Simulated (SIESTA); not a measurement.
Runs of SIESTA 5.4.2 on Ta2N. Symmetry: P-3m1, No. 164, trigonal system. Conventional cell: a = 3.113 Å, b = 3.113 Å, c = 4.870 Å, α = 90.00°, β = 90.00°, γ = 120.00°. Ta (site symmetry 3m) has 3 N at 2.18 Å as nearest neighbours. Around N (site symmetry -3m) lie 6 Ta at 2.18 Å. The cell comes from a database or a generator and needn't be the stable form of this composition.

```tsv
task	level	potentials or basis	cell	gap on the mesh (eV)	pressure (GPa)	V0 of scaled cells (Å³/atom)	B0 (GPa)	largest force (eV/Å)
band structure	PBE	PseudoDojo 0.4 standard (PBE files), DZP (energy shift 0.003 Ry; two zetas on semicore shells)	as given	none	1.8	-	-	0.54
equation of state	PBE	PseudoDojo 0.4 standard (PBE files), DZP (energy shift 0.003 Ry; two zetas on semicore shells)	as given	-	-	(a)	281	-
equation of state	LDA	PseudoDojo 0.4 standard (LDA files), DZP (energy shift 0.003 Ry; two zetas on semicore shells)	as given	-	-	13.03	317	-
single point	PBE	PseudoDojo 0.4 standard (PBE files), DZP (energy shift 0.003 Ry; two zetas on semicore shells)	as given	none	1.8	-	-	0.54
single point	PBE	PseudoDojo 0.4 standard (PBE files), DZP (energy shift 0.003 Ry; two zetas on semicore shells)	atoms moved at random, drawn with an rms of 0.05 Å	none	2.5	-	-	1.02
```

Alike in all rows: no spin polarisation; k mesh 10 × 10 × 6; smearing fermi-dirac 0.05 eV; grid cutoff 800 Ry; energy shift 0.003 Ry.

Estimate the missing entries.

(a) 13.71.

Caveats: short orbitals over semicore shells can move pressures by several GPa; the basis of atomic orbitals isn't converged, which shifts pressures, moduli and gaps; the cell was scaled at fixed shape and fractional positions, which overstates the stiffness of a crystal with free parameters, most of all of layers and chains (some runs); spin-orbit coupling is left out, which moves the levels of the heavy elements (some runs).

A k mesh can miss the band edges, and the runs leave out spin-orbit coupling on Ta.

A gap of «none» marks a metal or a gap under the smearing width.
